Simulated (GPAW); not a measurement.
Crystal: CsPbBr3.

```
Pb Cs Br
1.0
     5.87000    0.00000    0.00000
     0.00000    5.87000    0.00000
     0.00000    0.00000    5.87000
Pb Cs Br
1 1 3
Direct
  0.50000 0.50000 0.50000
  0.00000 0.00000 0.00000
  0.50000 0.50000 0.00000
  0.50000 0.00000 0.50000
  0.00000 0.50000 0.50000
```

Measurements of this composition are mostly on another form, of space group No. 62.

Base run:

| Quantity | Value |
| --- | --- |
| Program | GPAW 26.7.0 |
| Functional | PBE |
| Potentials or basis | GPAW PAW data sets (gpaw-data 1.2.1) |
| Cutoff | 600 eV |
| Basis | pw |
| k mesh | 5 × 5 × 5 |
| Occupations | fermi-dirac, width 0.05 eV |
| Spin | no spin polarisation |

Its results: pressure 1.4 GPa.

Task: The run is repeated on the same cell with these changes: functional from PBE to r2SCAN. What comes out?

Result: Pressure 0.7 GPa.

Caveats: the PAW data sets were made with another functional, which shifts forces and pressure a little (some runs).

Not every run made on this cell is shown here.
